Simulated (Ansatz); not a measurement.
BP and the effect of the pressure

The cell as given:

The structure is cubic, space group F-43m (No. 216). Conventional cell: a = 4.538 Å, b = 4.538 Å, c = 4.538 Å, α = 90.00°, β = 90.00°, γ = 90.00°. P (site symmetry -43m) has 4 B at 1.97 Å as nearest neighbours. B (site symmetry -43m) has 4 P at 1.97 Å as nearest neighbours.

Kept alike: task relaxation of cell and atoms; functional LDA; k mesh 10 × 10 × 10; occupations fermi-dirac, width 0.05 eV; no spin polarisation. Program: Ansatz, all-electron LAPW, scalar-relativistic. The mesh is that of the run's cell of 2 atoms. No spin-orbit coupling.

| pressure, P (GPa) | band gap (eV) | volume (Å³/atom) |
| --- | --- | --- |
| 0 | 1.152 | 11.317 |
| 2 | 1.139 | 11.192 |
| 5 | 1.121 | 11.016 |
| 10 | 1.092 | 10.749 |
| 20 | 1.039 | 10.289 |

Gaps hold for each row's own relaxed cell. The relaxations keep at least the cell's symmetry (F-43m). Runs of this series that gave no sound value for these columns are left out. The runs follow the start's structure, whether or not it is the stable one at these pressures. A gap read on the mesh alone can miss an edge between its points.

**Question.** What does the pressure change here?

**Answer.** The band gap falls from 1.152 to 1.039 eV between 0 and 20 GPa. The volume falls from 11.317 to 10.289 Å³/atom between 0 and 20 GPa. The volume falls ever more slowly, since the solid stiffens under load. At the pressures aimed at, which the runs meet within some tenths of a GPa, the step from 0 to 5 GPa gives a mean bulk modulus near 185 GPa, the last step 229 GPa.
